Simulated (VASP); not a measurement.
# Rb (Im-3m) in VASP: notebook, part 2 of 2

VASP 6.6.1. The steps go on from the part before.

### 4 Relaxation of the atoms, PBEsol (a relaxed cell with its volume scaled by 1.06)

File INCAR:

```
PREC = Accurate ; ENCUT = 600
EDIFF = 1E-7 ; ISMEAR = 1
SIGMA = 0.1 ; LREAL = F
LASPH = T ; NELM = 80
ALGO = Normal ; ISIF = 2
LWAVE = F ; LCHARG = F
GGA = PS ; IBRION = 2
NSW = 40 ; EDIFFG = -0.01
```

File KPOINTS:

```
Automatic mesh
0
Gamma
  10 10 10
```

File POSCAR:

```
Rb                                      
1.0
   -2.8435898578      2.8435898578      2.8435898578
    2.8435898578     -2.8435898578      2.8435898578
    2.8435898578      2.8435898578     -2.8435898578
  Rb            
     1
Direct
     0.0000000000000000    0.0000000000000000    0.0000000000000000
```

Potentials or basis: VASP PAW PBE potentials, release 64 (Rb_sv).

Started as:

```console
cat potpaw_PBE.64/Rb_sv/POTCAR > POTCAR
mpirun -np 1 vasp_std > vasp.out
```

OUTCAR:

```text
PREC = Accurate
   ENCUT = 600
   EDIFF = 1E-7
   ISMEAR = 1
   LREAL = F
   LASPH = T
   NELM = 80
   ISIF = 2
   GGA = PS
   IBRION = 2
   NSW = 40
   EDIFFG = -0.01

 ion  position               nearest neighbor table
   1  0.000  0.000  0.000-

  LATTYP: Found a body centered cubic cell.
 ALAT       =     5.6871797156

  Lattice vectors:

 A1 = (  -2.8435898578,   2.8435898578,   2.8435898578)
 A2 = (   2.8435898578,  -2.8435898578,   2.8435898578)
 A3 = (   2.8435898578,   2.8435898578,  -2.8435898578)

Analysis of symmetry for initial positions (statically):
=====================================================================
 Subroutine PRICEL returns:
 Original cell was already a primitive cell.

 Routine SETGRP: Setting up the symmetry group for a
 body centered cubic supercell.

 Subroutine GETGRP returns: Found 48 space group operations
 (whereof 48 operations were pure point group operations)
 out of a pool of 48 trial point group operations.

The static configuration has the point symmetry O_h .

Analysis of symmetry for dynamics (positions and initial velocities):
=====================================================================
 Subroutine PRICEL returns:
 Original cell was already a primitive cell.

 Routine SETGRP: Setting up the symmetry group for a
 body centered cubic supercell.

 Subroutine GETGRP returns: Found 48 space group operations
 (whereof 48 operations were pure point group operations)
 out of a pool of 48 trial point group operations.

The dynamic configuration has the point symmetry O_h .

 Subroutine INISYM returns: Found 48 space group operations
 (whereof 48 operations are pure point group operations),
 and found     1 'primitive' translations

----------------------------------------------------------------------------------------

                                     Primitive cell

  volume of cell :      91.9731

  direct lattice vectors                    reciprocal lattice vectors
    -2.843589858  2.843589858  2.843589858     0.000000000  0.175834078  0.175834078
     2.843589858 -2.843589858  2.843589858     0.175834078  0.000000000  0.175834078
     2.843589858  2.843589858 -2.843589858     0.175834078  0.175834078  0.000000000

  length of vectors
     4.925242110  4.925242110  4.925242110     0.248666937  0.248666937  0.248666937

  position of ions in fractional coordinates (direct lattice)
     0.000000000  0.000000000  0.000000000

  ion indices of the primitive-cell ions
   primitive index   ion index
                 1           1

----------------------------------------------------------------------------------------

 KPOINTS: Automatic mesh

Automatic generation of k-mesh.
 Grid dimensions read from file:
 generate k-points for:   10   10   10

 Generating k-lattice:

  Cartesian coordinates                     Fractional coordinates (reciprocal lattice)
     0.000000000  0.017583408  0.017583408     0.100000000  0.000000000  0.000000000
     0.017583408  0.000000000  0.017583408     0.000000000  0.100000000  0.000000000
     0.017583408  0.017583408  0.000000000     0.000000000  0.000000000  0.100000000

  Length of vectors
     0.024866694  0.024866694  0.024866694

  Shift w.r.t. Gamma in fractional coordinates (k-lattice)
     0.000000000  0.000000000  0.000000000

 Subroutine IBZKPT returns following result:
 ===========================================

 Found     47 irreducible k-points:

 Following reciprocal coordinates:
            Coordinates               Weight
  0.000000  0.000000  0.000000      1.000000
  0.100000  0.000000  0.000000     12.000000
  0.200000  0.000000  0.000000     12.000000
  0.300000  0.000000  0.000000     12.000000
  0.400000  0.000000  0.000000     12.000000
  0.500000  0.000000  0.000000      6.000000
[... 16 lines left out ...]
  0.300000  0.300000  0.100000      8.000000
 -0.300000  0.300000  0.100000     24.000000
 [... further k-points ...]
   k-points           NKPTS =     47   k-points in BZ     NKDIM =     47   number of bands    NBANDS=      8
   number of dos      NEDOS =    301   number of ions     NIONS =      1
   total plane-waves  NPLWV =  64000
   dimension x,y,z NGX =    40 NGY =   40 NGZ =   40
   dimension x,y,z NGXF=    80 NGYF=   80 NGZF=   80
   ions per type =               1
   NGX,Y,Z   is equivalent  to a cutoff of  13.50, 13.50, 13.50 a.u.
   NGXF,Y,Z  is equivalent  to a cutoff of  27.00, 27.00, 27.00 a.u.
 SYSTEM =  unknown system
   PREC   = accura    normal or accurate (medium, high low for compatibility)
   ISTART =      0    job   : 0-new  1-cont  2-samecut
   ICHARG =      2    charge: 1-file 2-atom 10-const
   ISPIN  =      1    spin polarized calculation?
   LNONCOLLINEAR =      F non collinear calculations
   LSORBIT =      F    spin-orbit coupling
   LASPH  =      T    aspherical Exc in radial PAW
   ENCUT  =  600.0 eV  44.10 Ry    6.64 a.u.   9.84  9.84  9.84*2*pi/ulx,y,z
   NELM   =     80;   NELMIN=  2; NELMDL= -5     # of ELM steps
   EDIFF  = 0.1E-06   stopping-criterion for ELM
   LREAL  =      F    real-space projection
   EDIFFG = -.1E-01   stopping-criterion for IOM
   NSW    =     40    number of steps for IOM
   IBRION =      2    ionic relax: 0-MD 1-quasi-New 2-CG
   NFREE  =      1    steps in history (QN), initial steepest desc. (CG)
   ISIF   =      2    stress and relaxation
   ISYM   =      2    0-nonsym 1-usesym 2-fastsym
   POTIM  = 0.5000    time-step for ionic-motion
   TEBEG  =    0.0;   TEEND  =   0.0 temperature during run
   PSTRESS=    0.0 pullay stress
   NELECT =       9.0000    total number of electrons
   NUPDOWN=      -1.0000    fix difference up-down
   EMIN   =  10.00;   EMAX   =-10.00  energy-range for DOS
   EFERMI =   0.00;   METHOD = LEGACY
   ISMEAR =     1;   SIGMA  =   0.10  broadening in eV -4-tet -1-fermi 0-gaus
   EFERMI_NEDOS =   21; number of points for ismear=-14 and -15
   IALGO  =     38    algorithm
   IMIX   =      4    mixing-type and parameters
     AMIX     =   0.40;   BMIX     =  1.00
     AMIX_MAG =   1.60;   BMIX_MAG =  1.00
  volume/ion in A,a.u.               =      91.97       620.67
  Fermi-wavevector in a.u.,A,eV,Ry     =   0.754401  1.425610  7.743352  0.569120
  Thomas-Fermi vector in A             =   1.852059
   LORBIT       =      0    0 simple, 1 ext, 2 COOP (PROOUT), +10 PAW based schemes
   GGA     = PS    functional components
   LHFCALC =     F    Hartree Fock is set to
   AEXX    =    0.0000 exact exchange contribution
   IVDW    =     0    specifies the selected vdW correction
   LEPSILON=     F    determine dielectric tensor
   LRPA    =     F    only Hartree local field effects (RPA)
 conjugate gradient relaxation of ions
 non-spin polarized calculation
 Methfessel and Paxton  Order N= 1 SIGMA  =   0.10
  energy-cutoff  :      600.00
  volume of cell :       91.97
 maximum number of plane-waves:      3132
   NGX = 19   NGY = 19   NGZ = 19

 number of electron       9.0000000 magnetization

 Free energy of the ion-electron system (eV)
  ---------------------------------------------------
  ext. energy  EPLUGINS =         0.00000000
  ---------------------------------------------------
  free energy    TOTEN  =        -1.01828474 eV

  energy without entropy =       -1.01749994  energy(sigma->0) =       -1.01802314

 E-fermi :  -0.0723     XC(G=0):  -5.4947

 val. band max:       -0.0777867726   @ k =  -0.3000   0.4000   0.2000
 cond. band min:       0.0043274682   @ k =  -0.4000   0.4000   0.2000
 fundamental gap:      0.0821142408
 Fermi energy:        -0.0723101974

 k-point     1 :       0.0000    0.0000    0.0000
  band No.  band energies     occupation
      1     -28.9400      2.00000
      2     -12.9879      2.00000
      3     -12.9879      2.00000
      4     -12.9879      2.00000
      5      -2.0370      2.00000
      6       3.5946      0.00000
      7       3.5946      0.00000
      8       3.5946      0.00000
[... 243 lines left out ...]
 k-point    24 :      -0.3000    0.3000    0.1000
  band No.  band energies     occupation
      1     -28.9371      2.00000
      2     -13.0479      2.00000
      3     -13.0116      2.00000
      4     -12.9949      2.00000
      5      -0.9414      2.00000
      6       2.0380      0.00000
      7       2.8236      0.00000
      8       3.6726      0.00000

 [... further k-points ...]

------------------------ aborting loop because EDIFF is reached ----------------------------------------

  FORCE on cell =-STRESS in cart. coord.  units (eV):
  Direction    XX          YY          ZZ          XY          YZ          ZX
  --------------------------------------------------------------------------------------
  -------------------------------------------------------------------------------------
  Total       -0.0909445     -0.0909445     -0.0909445     -0.0000000     -0.0000000      0.0000000
  in kB       -1.5842598     -1.5842598     -1.5842598     -0.0000000     -0.0000000      0.0000000
  external PRESSURE =      -1.5842598 kB  Pullay stress =       0.0000000 kB

 VOLUME and BASIS-vectors are now :
 -----------------------------------------------------------------------------
  energy-cutoff  :      600.00
  volume of cell :       91.97
      direct lattice vectors                 reciprocal lattice vectors
    -2.843589858  2.843589858  2.843589858     0.000000000  0.175834078  0.175834078
     2.843589858 -2.843589858  2.843589858     0.175834078  0.000000000  0.175834078
     2.843589858  2.843589858 -2.843589858     0.175834078  0.175834078  0.000000000

 POSITION                                       TOTAL-FORCE (eV/Angst)
 -----------------------------------------------------------------------------------
      0.00000      0.00000      0.00000        -0.000000      0.000000     -0.000000
 -----------------------------------------------------------------------------------
    total drift:                                0.000000      0.000000     -0.000000

  FREE ENERGIE OF THE ION-ELECTRON SYSTEM (eV)
  ---------------------------------------------------
  free  energy   TOTEN  =        -1.0182847361 eV

  energy  without entropy=       -1.0174999396  energy(sigma->0) =       -1.01802314

 reached required accuracy - stopping structural energy minimisation
```

OSZICAR:

```text
N       E                     dE             d eps       ncg     rms          rms(c)
DAV:   1     0.494394859947E+02    0.49439E+02   -0.34800E+03   752   0.900E+02
DAV:   2     0.164165439714E+01   -0.47798E+02   -0.47269E+02   880   0.141E+02
DAV:   3    -0.921539292461E+00   -0.25632E+01   -0.25616E+01   944   0.401E+01
DAV:   4    -0.101753880884E+01   -0.96000E-01   -0.96004E-01  1280   0.586E+00
DAV:   5    -0.101800286987E+01   -0.46406E-03   -0.46391E-03  1088   0.344E-01    0.110E+00
DAV:   6    -0.101780129883E+01    0.20157E-03   -0.20758E-03  1208   0.310E-01    0.666E-01
DAV:   7    -0.101819287024E+01   -0.39157E-03   -0.38703E-03  1072   0.430E-01    0.494E-02
DAV:   8    -0.101827909469E+01   -0.86224E-04   -0.13507E-04  1048   0.125E-01    0.174E-02
DAV:   9    -0.101828497952E+01   -0.58848E-05   -0.55464E-06  1272   0.222E-02    0.473E-03
DAV:  10    -0.101828471524E+01    0.26428E-06   -0.28326E-06  1192   0.110E-02    0.735E-04
DAV:  11    -0.101828473612E+01   -0.20880E-07   -0.50312E-08   864   0.194E-03
   1 F= -.10182847E+01 E0= -.10180231E+01  d E =-.101828E+01
```

CONTCAR:

```text
Rb
   1.00000000000000
    -2.8435898578000001    2.8435898578000001    2.8435898578000001
     2.8435898578000001   -2.8435898578000001    2.8435898578000001
     2.8435898578000001    2.8435898578000001   -2.8435898578000001
  Rb
     1
Direct
     0.0000000000000000    0.0000000000000000    0.0000000000000000

  0.00000000E+00  0.00000000E+00  0.00000000E+00
```

It took 44 s on 1 thread of Intel Xeon Platinum 8488C (Sapphire Rapids), shared host; peak memory 0.25 GiB.

What came out:

```yaml
Free_energy: -1.0183 eV
Pressure_after_relaxing: -0.2 GPa
Band_gap_on_the_k_mesh: none (metal or under the smearing width)
```

Final structure:
```
Rb
1.0
    -2.84359    2.84359    2.84359
     2.84359   -2.84359    2.84359
     2.84359    2.84359   -2.84359
Rb
1
Cartesian
  0.0000 0.0000 0.0000
```

Levels at points of the mesh, in eV from the Fermi level:
```csv
k point,band 1,band 2,band 3,band 4,band 5,band 6,band 7,band 8
"(0.00, 0.00, 0.00)",-28.87,-12.92,-12.92,-12.92,-1.96,3.67,3.67,3.67
"(0.50, 0.00, 0.00)",-28.86,-13.01,-12.95,-12.92,0.24,0.77,2.58,4.23
"(0.50, 0.50, 0.50)",-28.86,-12.98,-12.98,-12.98,1.27,1.27,3.21,3.21
```

Caveat: the relaxation stopped at its first step, so nothing moved; the PAW data sets were made with another functional, which shifts forces and pressure a little.

### 5 Overview

```tsv
cell	gap on the mesh (eV)	pressure (GPa)
atoms relaxed from: a relaxed cell with its volume scaled by 1.02	none	-0.1
atoms relaxed from: a relaxed cell with its volume scaled by 1.04	none	-0.1
atoms relaxed from: a relaxed cell with its volume scaled by 1.06	none	-0.2
```

Alike in all rows: task relaxation of the atoms; level PBEsol; potentials or basis VASP PAW PBE potentials, release 64 (Rb_sv); no spin polarisation; k mesh 10 × 10 × 10; cutoff (eV) 600; smearing methfessel-paxton 0.1 eV.

Caveats: the relaxation stopped at its first step, so nothing moved; the PAW data sets were made with another functional, which shifts forces and pressure a little.

Absolute energies hang on the potentials; compare differences alone.
